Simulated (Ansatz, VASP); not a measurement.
## Two plane-wave programs on Na

The input INCAR:

```
SYSTEM = Na
PREC     = Accurate       ! precision mode
ENCUT    = 520            ! plane-wave cutoff, eV
EDIFF    = 1E-7           ! SCF threshold, eV
ISMEAR   = -1             ! smearing method
SIGMA    = 0.1            ! smearing width, eV
LREAL    = .False.        ! projectors in reciprocal space
LASPH    = .True.         ! aspherical terms in the spheres
NELM     = 60             ! most SCF steps
ALGO     = Normal         ! electronic algorithm
ISIF     = 2              ! what is computed and relaxed
LWAVE    = .False.        ! write WAVECAR
LCHARG   = .False.        ! write CHGCAR
GGA      = RE             ! functional
NBANDS   = 10             ! bands
```

File KPOINTS:

```
regular mesh
0
Gamma
  17 17 17
  0 0 0
```

POSCAR

```
Na
1.0
    0.0000000000      2.7709964288      2.7709964288
    2.7709964288      0.0000000000      2.7709964288
    2.7709964288      2.7709964288      0.0000000000
Na
1
Direct
    0.0000000000      0.0000000000      0.0000000000
```

Input for Ansatz:

```yaml
crystal:
  lattice:
    - [0.0, 2.7709964288, 2.7709964288]
    - [2.7709964288, 0.0, 2.7709964288]
    - [2.7709964288, 2.7709964288, 0.0]
  atoms:
    - { symbol: Na, position: [0.0, 0.0, 0.0] }
hamiltonian:
  xc: revpbe
  pseudopotentials:
    kind: paw
    azcp:
      Na: "pseudopotentials/Na.paw.azcp"
basis:
  ecutwfc: 420
  fft_grid_basis: typed
kpoints:
  mp_grid: { grid: [17, 17, 17], shift: [0, 0, 0] }
magnetization:
  spin_polarized: false
scf:
  occupations: { method: fermi_dirac, width: 0.1 }
output:
  stress: true
```

Alike in both runs: task single point; functional revPBE; k mesh 17 × 17 × 17; occupations fermi-dirac, width 0.1 eV; no spin polarisation.

|  | VASP | Ansatz |
| --- | --- | --- |
| version | VASP 6.6.1 | Ansatz 0.2.0 |
| potentials or method | VASP PAW PBE potentials, release 64 (Na_pv) | plane waves (420 eV) with PAW, scalar-relativistic |
| plane-wave cutoff (eV) | 520 | 420 |
| valence electrons in the cell | 7 | 9 |

|  | VASP | Ansatz | Ansatz less VASP |
| --- | --- | --- | --- |
| pressure (GPa) | -0.5 | -0.4 | +0.01 |

The two sets of potentials don't hold the same shells in valence.

Caveats: the PAW data sets were made with another functional, which shifts forces and pressure a little (VASP).
